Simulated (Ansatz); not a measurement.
**HgTe: stiffness from a series of strains**

```xyz
2
Lattice="0.0000 2.9215 2.9215 2.9215 0.0000 2.9215 2.9215 2.9215 0.0000" Properties=species:S:1:pos:R:3 pbc="T T T"
Hg    0.0000    0.0000    0.0000
Te    2.9215    2.9215    2.9215
```

Atom numbers follow the list: Hg1, Te2.

The conventional cell has a = 5.843 Å, b = 5.843 Å, c = 5.843 Å, α = 90.00°, β = 90.00°, γ = 90.00°. Hg (atom 1) is surrounded by 6 Te at 2.92 Å. Te (atom 2) has 6 Hg at 2.92 Å as nearest neighbours.

The cell is COD entry 1538296, as deposited and not checked against the literature; nothing was relaxed.

No spin–orbit coupling, which matters for the heavy atoms here.

The calculation used DFT, LDA, all-electron LAPW, scalar-relativistic (Ansatz 0.2.0).

Sampling and basis: a Γ-centred 10×10×10 k mesh, Fermi–Dirac smearing of 0.08 eV, basis error target 1 meV/atom, no spin polarisation.

The strain is applied along the Cartesian axes of the cell as listed (γ is the engineering shear, twice εxy = εyz = εzx). Fractional coordinates are held (clamped ions).

σ is the change of stress from the unstrained cell, which is at 3.85 GPa; tension is positive, so slopes are stress–strain coefficients at that pressure. In a metal the k mesh adds noise.

Only quantities that a quadratic follows smoothly over the whole series are listed; rougher ones are left out.

```tsv
γ	σxy (GPa)
-0.0300	-0.57
-0.0200	-0.38
0.0000	0.00
0.0100	0.20
0.0200	0.40
0.0300	0.60
```

Question: Fit the series and read off the stiffness at zero strain.

Answer: Least-squares fits y = p0 + p1 x + p2 x² to the rows give σxy (GPa): p1 = 19.5, p2 = 15. So C44 (clamped ions) = 20 GPa.

Question: One run, at γ = -0.0100, is withheld. Predict its row.

Answer: The fits give -0.19; the run gave -0.19.
